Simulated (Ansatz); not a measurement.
# Zone-centre phonons of CdTe at 11.2 GPa: input and output

Computed with Ansatz, DFT LDA, scalar-relativistic, plane waves, PAW.

Launched with:
```bash
ansatz run input.yaml --threads 1 --pin off --max-ram 1228MiB --backend cpu --events-out ev --progress --plain --runs-dir out
```

Input (bare energies are in eV):
```yaml
crystal:
  lattice:
    - [0.0, 2.8394, 2.8394]
    - [2.8394, 0.0, 2.8394]
    - [2.8394, 2.8394, 0.0]
  atoms:
    - { symbol: Cd, position: [0.0, 0.0, 0.0] }
    - { symbol: Te, position: [0.5, 0.5, 0.5] }
basis:
  ecutwfc: 420
kpoints:
  mp_grid: { grid: [12, 12, 12] }
hamiltonian:
  xc: lda
scf:
  occupations: { method: fermi_dirac, width: 0.15 }
output:
  eigenvalues: true
phonons:
  method: dfpt
  eigenvectors: true
```

The end of the output:
```
--- Phonons (Γ-DFPT): 2 representative perturbations + reference, on 163 of 1728 k-points (Σ response iterations 7) ---
  k mesh reduced under 8 symmetry operations, with k and −k counted as one. Each operation leaves every solved perturbation unchanged. A smaller set is not used because it would not reduce the number of displacements ...
  ASR residual: 5.904e-5 → 0.000e0 eV/Å²; symmetrization residual: 2.476e-5 eV/Å²
  ASR residual per site (eV/Å²): 5.12e-6 5.90e-5
  Γ frequencies (cm⁻¹): 0.00 0.00 0.00 138.12 138.12 138.12
  non-analytic LO–TO correction: not included (Born effective charges unavailable; polar crystals: no LO–TO splitting at Γ)
```

The run took 90 s on 1 thread of Arm Neoverse N1, on a shared host, peak memory 0.75 GiB.

The cell is the ideal cubic rocksalt prototype; this isn't the usual structure of the compound. In a metal, frequencies and elastic constants depend on the k mesh and the smearing, soft modes and shear constants most.